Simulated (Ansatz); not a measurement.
# Ionic part of the dielectric constant of BaO at 20 GPa, mode by mode

These are results of DFT LDA, scalar-relativistic, plane waves, PAW (Ansatz), not measurements. Plane waves to 420 eV; Γ-centred k mesh 10×10×10; fixed occupations. No spin polarisation. Phonons by linear response, acoustic sum rule imposed.

The structure is cubic, space group Fm-3m (No. 225). Conventional cell: a = 5.150 Å, b = 5.150 Å, c = 5.150 Å, α = 90.00°, β = 90.00°, γ = 90.00°. Ba (site symmetry m-3m) is surrounded by 6 O at 2.57 Å. O (site symmetry m-3m) is surrounded by 6 Ba at 2.57 Å.

Spin–orbit coupling is left out, which matters for heavy elements. The real crystal has changed phase below this pressure. The bands were filled as in an insulator; under compression the gap may have closed between mesh points.

The primitive cell has V = 34.14 Å³ and ε∞,zz = 4.492. Each polar mode adds Δε = (4.92064×10⁷/V)·S/ν² along z, with S its oscillator strength in e²/amu, ν in cm⁻¹ and V in Å³.

Problem. From these modes, find each Δε and ε0,zz.
| ν (cm⁻¹) | S_zz (e²/amu) |
| --- | --- |
| 147.0 | 0.6374 |

Solution.
```tsv
ν (cm⁻¹)	Δε
147.0	42.49
```

The sum is 42.489, so ε0,zz = 46.98; the run's tensor has 46.98.

Problem. Where do the longitudinal modes lie for a wave vector along z?

Solution. At 476 cm⁻¹. The Lyddane–Sachs–Teller product Π(ν_LO/ν_TO)² = 10.46 matches ε0/ε∞ = 10.46.

Cost: 1 run of about 1.4 core-minutes, on Arm Neoverse N1 (shared hosts).